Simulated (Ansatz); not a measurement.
Rows from a G0W0 calculation on Mg on the Ga site (charge -1) in GaP (32-atom cell) (Ansatz 0.2.0; G0W0 on LDA, plane waves, PAW; PAW set soft_1; 2×2×2 mesh, 683 empty bands, screening to 85 eV, PAW set soft_1 files), in eV. Spin-orbit coupling is left out.

| row | k | band | start | Σx | Σc at the solution | Vxc |
| --- | --- | --- | --- | --- | --- | --- |
| A | Γ | c1 | 8.231 | -6.936 | -3.619 | -10.970 |
| B | Γ | c5 | 8.417 | -7.852 | -3.683 | -12.128 |
| C | Γ | v4 | 5.876 | -16.335 | 1.870 | -14.310 |
| D | Γ | v1 | 6.803 | -17.031 | 1.502 | -15.438 |
| E | Γ | c4 | 8.338 | -9.952 | -3.804 | -14.593 |

Give the quasiparticle energies and the shift of each level.

The quasiparticle equation reads E = start + Σx + Σc(E) − Vxc.

```
row  E (eV)  shift (eV)
  A   8.646      +0.415
  B   9.009      +0.593
  C   5.721      −0.155
  D   6.713      −0.090
  E   9.176      +0.837
```

Limits: not at the basis limit; charged cell, levels uncorrected; no spin-orbit coupling.

[Paths, hosts, dates, memory and timing lines, banners, echoed tables and standing remarks are left out of the program output.]

[Logs are printed without paths, hosts, clocks, repeated set-up lines and the standing remarks that a program may print on its own settings, such as how far it seeks lower states.]

[Runs of the session that timed out or met a known fault of the program may be left out.]

[Cells called generated may have been cut or substituted from an entry of the Crystallography Open Database or the Materials Project.]

[Hosts, paths, dates, database ids (printed as entryN), source tags and the programs' standing remarks are cut or masked in the printed files.]
